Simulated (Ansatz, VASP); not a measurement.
# Two plane-wave programs on Ti

```xyz
2
Lattice="2.9403 0.0000 0.0000 -1.4701 2.5463 0.0000 0.0000 0.0000 4.6638" Properties=species:S:1:pos:R:3 pbc="T T T"
Ti    0.0000    1.6976    1.1660
Ti    1.4701    0.8488    3.4979
```

Alike in both runs: functional PBE; k mesh 15 × 15 × 8; occupations fermi-dirac, width 0.15 eV; no spin polarisation.

Ansatz relaxed the structure, and its values are those at the end. VASP's run is a single point on that final structure, the one shown.

|  | VASP | Ansatz |
| --- | --- | --- |
| version | VASP 6.6.1 | Ansatz 0.2.0 |
| potentials or method | VASP PAW PBE potentials, release 64 (Ti_sv) | scalar-relativistic, plane waves, PAW |
| plane-wave cutoff (eV) | 520 | 420 |
| valence electrons in the cell | 24 | 24 |

|  | VASP | Ansatz | Ansatz less VASP |
| --- | --- | --- | --- |
| gap on the k mesh at the Fermi level (eV) | none | none | - |
| pressure (GPa) | -0.2 | 0.0 | +0.25 |

A gap of «none» marks a metal or a gap that the smearing closes. Ansatz warned: «levels_seen_not_taken_in».
